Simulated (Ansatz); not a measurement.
MnSb:

```xyz
4
Lattice="4.1500 0.0000 0.0000 -2.0750 3.5940 0.0000 0.0000 0.0000 5.7800" Properties=species:S:1:pos:R:3 pbc="T T T"
Sb    2.0750    1.1980    4.3350
Sb    0.0000    2.3960    1.4450
Mn    0.0000    0.0000    2.8900
Mn    0.0000    0.0000    0.0000
```

Base run:

| Property | Result |
| --- | --- |
| Program | Ansatz 0.2.0 |
| Functional | LDA |
| Potentials or basis | Ansatz PAW |
| Cutoff | 420 eV |
| Density cutoff | 1680 eV |
| k mesh | 7 × 7 × 5 |
| Occupations | fermi-dirac, width 0.05 eV |
| Spin | collinear spin, ferromagnetic start |
| Starting moments | [0.0, 0.0, 4.0, 4.0] μB |

Its results: band gap on the k mesh none (metal or under the smearing width); pressure -10.6 GPa; net moment 6.52 μB per cell; site moments Sb -0.10; Mn +3.30 μB.

Question: The run is repeated on the same cell with these changes: functional from LDA to PBE; cutoff from 420 eV to 600 eV; density cutoff from 1680 eV to 2400 eV. What comes out?

Answer: Band gap on the k mesh none (metal or under the smearing width); pressure -3.2 GPa; net moment 6.71 μB per cell; site moments Sb -0.12; Mn +3.44 μB.

PBE binds less tightly than LDA, so the same cell stands under more pressure.

Caveats: only a ferromagnetic start was run, and an antiferromagnetic order may lie lower in energy; the PAW data sets come from PBE, with cores solved anew for the run's functional, which leaves a small shift of forces and pressure (some runs).

Not every run made on this cell is shown here.
